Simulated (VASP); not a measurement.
Here is a VASP 6.6.1 calculation.

The input INCAR:

```
SYSTEM = Sn
PREC     = Accurate       ! precision mode
ENCUT    = 600            ! plane-wave cutoff, eV
EDIFF    = 1E-6           ! SCF threshold, eV
ISMEAR   = -1             ! smearing method
SIGMA    = 0.05           ! smearing width, eV
LREAL    = .FALSE.        ! projectors in reciprocal space
LASPH    = .TRUE.         ! aspherical terms in the spheres
NELM     = 100            ! most SCF steps
ALGO     = Fast           ! electronic algorithm
ISIF     = 3              ! what is computed and relaxed
LWAVE    = .FALSE.        ! write WAVECAR
LCHARG   = .FALSE.        ! write CHGCAR
GGA      = PE             ! functional
IBRION   = 2              ! ionic algorithm
NSW      = 40             ! ionic steps
EDIFFG   = -0.01          ! ionic threshold
```

Contents of KPOINTS:

```
Automatic mesh
0
G
  10 10 10
  0 0 0
```

Contents of POSCAR:

```
Sn
1.0
   -1.8946518192      1.8946518192      1.8946518192
    1.8946518192     -1.8946518192      1.8946518192
    1.8946518192      1.8946518192     -1.8946518192
Sn
1
Direct
    0.0000000000      0.0000000000      0.0000000000
```

Potentials or basis: VASP PAW PBE potentials, release 54 (Sn).

Command:

```sh
$ cat potpaw_PBE.54/Sn/POTCAR > POTCAR
$ mpirun -np 1 vasp_std > vasp.out
```

(1) What does it give for the band gap on the k mesh?

(2) Predict the space group after relaxing (to 0.05 Å).

(3) Predict the relaxed volume.

(4) What does it give for the relaxed cell?

Results:

(1) none (metal or under the smearing width).

(2) Im-3m (No. 229).

(3) 27.53 Å³/atom.

(4) a = 3.295 Å, b = 3.295 Å, c = 3.295 Å, α = 109.47°, β = 109.47°, γ = 109.47°.
